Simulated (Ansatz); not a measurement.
The elements of this relaxed trial crystal are hidden behind letters.

```
lattice vectors (Å)
  -1.7319    1.7319   10.1644
   1.7319   -1.7319   10.1644
   1.7319    1.7319  -10.1644
fractional positions
X 0.8854 0.8854 0.0000
X 0.1146 0.1146 0.0000
X 0.5000 0.5000 0.0000
Z 0.2854 0.2854 0.0000
Z 0.7146 0.7146 0.0000
```

Theory: DFT PBE, scalar-relativistic, plane waves, PAW in Ansatz 0.2.0. Settings of the last relaxation (5-atom cell): 420 eV, 12×12×12 k points, Gaussian smearing of 0.10 eV, no spin polarisation.

| Property | Result |
| --- | --- |
| Space group | I4/mmm (No. 139) |
| Conventional cell | a = 3.464 Å, c = 20.329 Å |
| Volume per atom | 24.39 Å³ |
| Density | 6.83 g/cm³ |
| Energy over the elements | +0.17 eV/atom |
| Gap on the 12×12×12 mesh of the 5-atom cell | 0 eV (a metal) |

Energies are uncorrected and count from the elements' standard states at the same level.

Question: X is a p-block element of period 5 and Z is a p-block element of period 4. Which elements are they?

Answer: X = Sn, Z = Ge, so the formula is Sn3Ge2. Density times volume gives a mean mass of 6.83 × 24.39/1.6605 = 100.3 u per atom, and this set has 100.3 u. Sn on a site of symmetry 4mm is surrounded by 4 Ge at 3.18 Å, 8 Sn at 3.38–3.46 Å and 1 Ge at 3.47 Å; around Sn on a site of symmetry 4/mmm lie 12 Sn at 3.38–3.46 Å; around Ge lie 4 Ge at 2.84 Å, 4 Sn at 3.18 Å, 4 Ge at 3.46 Å and 1 Sn at 3.47 Å. Other sets within the hints have nearly the same mass, so mass alone doesn't settle it; this one was computed.

Symmetry constrained the relaxation, so the result can be a saddle point.
